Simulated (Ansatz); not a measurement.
The system is CoSi2.

```
CELL_PARAMETERS angstrom
0.00000 2.67800 2.67800
2.67800 0.00000 2.67800
2.67800 2.67800 0.00000
ATOMIC_POSITIONS crystal
Co 0.00000 0.00000 0.00000
Si 0.75000 0.75000 0.75000
Si 0.25000 0.25000 0.25000
```

Alike in all runs: program Ansatz 0.2.0; functional PBE; potentials or basis Ansatz PAW; cutoff 420 eV (not typed: the program's choice for these potentials); k mesh 7 × 7 × 7; occupations fermi-dirac, width 0.05 eV.

Task: Only the start or the spin constraint differs. Which run ends lowest in energy?
A. collinear spin, program default start; fixed moment 0
B. collinear spin, ferromagnetic start of up to 0.5 μB; fixed moment 0.5
C. collinear spin, ferromagnetic start of up to 2.5 μB; fixed moment 2.5
D. collinear spin, ferromagnetic start of up to 1 μB; fixed moment 1
E. collinear spin, ferromagnetic start of up to 2 μB; fixed moment 2
F. collinear spin, ferromagnetic start of up to 1.5 μB; fixed moment 1.5

Result: A.

```csv
start,free energy over the lowest (meV/atom),net moment (μB),site or absolute moments (μB),gap
"collinear spin, ferromagnetic start of up to 1.5 μB; fixed moment 1.5",336.2,1.50,Co +0.87; Si +0.13,-
"collinear spin, ferromagnetic start of up to 2.5 μB; fixed moment 2.5",773.3,2.50,Co +1.42; Si +0.23,-
"collinear spin, ferromagnetic start of up to 2 μB; fixed moment 2",538.2,2.00,Co +1.16; Si +0.18,-
"collinear spin, ferromagnetic start of up to 0.5 μB; fixed moment 0.5",38.3,0.50,Co +0.28; Si +0.04,-
"collinear spin, program default start; fixed moment 0",0.0,0.00,-,-
"collinear spin, ferromagnetic start of up to 1 μB; fixed moment 1",155.1,1.00,Co +0.57; Si +0.09,-
"collinear spin, ferromagnetic start of up to 3 μB; fixed moment 3",1046.9,3.00,Co +1.65; Si +0.29,-
"collinear spin, ferromagnetic start of up to 4 μB; fixed moment 4",1744.9,4.00,Co +2.15; Si +0.38,-
```

All polarised runs hold their moment fixed, so the table maps the energy against it. A still lower state may exist.

Caveats: the total moment is fixed, so each spin has its own Fermi level.
